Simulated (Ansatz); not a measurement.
# C3H2N2: small, medium and large basis sets

One table from this session's results is given with a row withheld; the runs are named, their logs left out.

Program: Ansatz 0.2.0, Gaussian basis. Level of theory: one geometry, several basis sets. These are calculated values, not measurements.

Levels to be run: PBE0-D4/def2-SVP; ωB97M-V/def2-SVP; PBE0-D4/def2-QZVPP; ωB97M-V/def2-QZVPP; the functionals' def2-TZVPP values are taken from earlier runs.

## The relaxed structure

The geometry comes from an earlier relaxation with PBE0-D4 in a triple-zeta def2 set; it is a stationary point, not always the lowest conformer.

SMILES `N#CCC#N`, 7 atoms, charge 0, spin multiplicity 1.

Atoms are counted from 1 here; the program's logs count them from 0.

Bond lengths: N1–C2 1.147 Å, C2–C3 1.458 Å, C3–C4 1.458 Å, C3–H6 1.094 Å, C3–H7 1.094 Å, C4–N5 1.147 Å. Angles: N1–C2–C3 178.6°, C2–C3–C4 112.8°, C2–C3–H6 109.1°, C2–C3–H7 109.1°, C4–C3–H6 109.1°, C4–C3–H7 109.1°, H6–C3–H7 107.3°, C3–C4–N5 178.6°.

As a file:

```
N    -0.58551   -2.22152    0.65766
C    -0.39104   -1.10550    0.47546
C    -0.16259    0.31983    0.27246
C     0.64810    0.59981   -0.90626
N     1.28428    0.84698   -1.82859
H     0.33397    0.73307    1.15592
H    -1.12720    0.82732    0.17335
```

Set-up of the first run:

Input file in.yaml:

```yaml
crystal:
  periodic: [false, false, false]
  atoms:
    - {symbol: N, position_ang: [-0.585513, -2.221524, 0.657657]}
    - {symbol: C, position_ang: [-0.391036, -1.105500, 0.475461]}
    - {symbol: C, position_ang: [-0.162591, 0.319831, 0.272455]}
    - {symbol: C, position_ang: [0.648097, 0.599815, -0.906256]}
    - {symbol: N, position_ang: [1.284279, 0.846981, -1.828594]}
    - {symbol: H, position_ang: [0.333967, 0.733071, 1.155917]}
    - {symbol: H, position_ang: [-1.127204, 0.827317, 0.173349]}
basis:
  gaussian: {orbitals: def2-SVP}
hamiltonian: {xc: pbe0, dispersion: d4}
output: {orbitals: {seedname: orbitals}}
```

Launch:

```console
ansatz run in.yaml --threads 4 --pin off --events-out ev --progress --plain --max-ram 10444MiB
```

Among the steps run: PBE0-D4 in def2-SVP; ωB97M-V in def2-SVP; PBE0-D4 in def2-QZVPP; ωB97M-V in def2-QZVPP.

One table of the session follows, with a row left open; its other results are not shown here.

It belongs to the step «Functionals by basis». 

```
functional       basis  HOMO (eV)  LUMO (eV)
   PBE0-D4    def2-SVP     -10.01      -0.25
   PBE0-D4  def2-TZVPP     -10.09      -0.47
   PBE0-D4  def2-QZVPP     -10.11      -0.56
   ωB97M-V    def2-SVP          ?          ?
   ωB97M-V  def2-TZVPP     -12.39       1.47
   ωB97M-V  def2-QZVPP     -12.41       0.97
```

**Question.** Estimate the row for ωB97M-V, def2-SVP.

The run gave: HOMO (eV): -12.28; LUMO (eV): 2.01. In the column «HOMO (eV)» it lies between ωB97M-V, def2-TZVPP (-12.39) and PBE0-D4, def2-QZVPP (-10.11).
